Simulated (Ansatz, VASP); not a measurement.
Co in VASP and in Ansatz

Contents of INCAR:

```
  PREC = Accurate
  ENCUT = 520
  EDIFF = 1E-6
  ISMEAR = -1
  SIGMA = 0.1
  LREAL = F
  LASPH = T
  NELM = 100
  ALGO = Normal
  ISIF = 2
  LWAVE = F
  LCHARG = F
  GGA = RP
  NBANDS = 10
```

The input KPOINTS:

```
regular mesh
0
Gamma
  18 18 18
```

POSCAR

```
Co
1.0
   -1.3755332576      1.3755332576      1.3755332576
    1.3755332576     -1.3755332576      1.3755332576
    1.3755332576      1.3755332576     -1.3755332576
Co
1
Direct
    0.0000000000      0.0000000000      0.0000000000
```

Input for Ansatz:

```yaml
crystal:
  lattice:
    - [-1.3755332576, 1.3755332576, 1.3755332576]
    - [1.3755332576, -1.3755332576, 1.3755332576]
    - [1.3755332576, 1.3755332576, -1.3755332576]
  atoms:
    - { symbol: Co, position: [0.0, 0.0, 0.0] }
hamiltonian:
  xc: rpbe
  pseudopotentials:
    kind: paw
    azcp:
      Co: "pseudopotentials/Co.paw.azcp"
basis:
  ecutwfc: 420
  fft_grid_basis: typed
kpoints:
  mp_grid: { grid: [18, 18, 18], shift: [0, 0, 0] }
magnetization:
  spin_polarized: false
scf:
  occupations: { method: fermi_dirac, width: 0.1 }
  lower_state_search: "off"
output:
  stress: true
```

Alike in both runs: task single point; functional RPBE; k mesh 18 × 18 × 18; occupations fermi-dirac, width 0.1 eV; no spin polarisation.

|  | VASP | Ansatz |
| --- | --- | --- |
| version | VASP 6.6.1 | Ansatz 0.2.0 |
| potentials or method | VASP PAW PBE potentials, release 64 (Co) | plane waves (420 eV) with PAW, scalar-relativistic |
| plane-wave cutoff (eV) | 520 | 420 |
| valence electrons in the cell | 9 | 17 |

Ansatz gave:

- pressure (GPa): 9.8

Which values does VASP return?

Pressure (GPa): 9.0.

With one functional, cell and mesh, what is left measures potentials, basis and numerics. The two sets of potentials don't hold the same shells in valence.

Caveats: the PAW data sets were made with another functional, which shifts forces and pressure a little (VASP); the run has no spin polarisation, though such a crystal can be magnetic. Spin polarisation is off, so any magnetic state and its effect on volume and gap are missing.
